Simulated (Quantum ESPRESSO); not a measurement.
**LiCl: dielectric tensor and Born charges under several settings**

```
Cl Li
1.0
     0.00000    2.56477    2.56477
     2.56477    0.00000    2.56477
     2.56477    2.56477    0.00000
Cl Li
1 1
Direct
  0.50000 0.50000 0.50000
  0.00000 0.00000 0.00000
```

All runs used Quantum ESPRESSO 7.5; k mesh 6 × 6 × 6, shifted; given cell; no spin polarisation; cutoff 1007 eV; occupations smeared at first, fixed for the response.

```csv
level,potentials,pressure (GPa),ε∞ (diagonal),Born charge of atom 1 (e)
LDA,PseudoDojo 0.4.1 SR LDA standard,-3.3,3.05,-1.18
PBE,PseudoDojo 0.4.1 SR PBE standard,?,?,?
PBEsol,PseudoDojo 0.4.1 SR PBEsol standard,-1.3,3.02,-1.18
WC,PseudoDojo 0.4.1 SR PBE standard,-1.1,3.02,-1.18
BLYP,PseudoDojo 0.4.1 SR PBE standard,2.0,2.92,-1.19
AM05,PseudoDojo 0.4.1 SR PBE standard,-0.1,2.98,-1.18
```

Task: What stands in the row left open?

Result: Pressure 0.4 GPa; ε∞ 2.96; Born charge of atom 1 -1.19 e.

Caveats: the potentials were made for another functional, which shifts forces and pressure (some runs); the cell is more than 3 GPa from zero pressure, which shifts response properties (some runs).
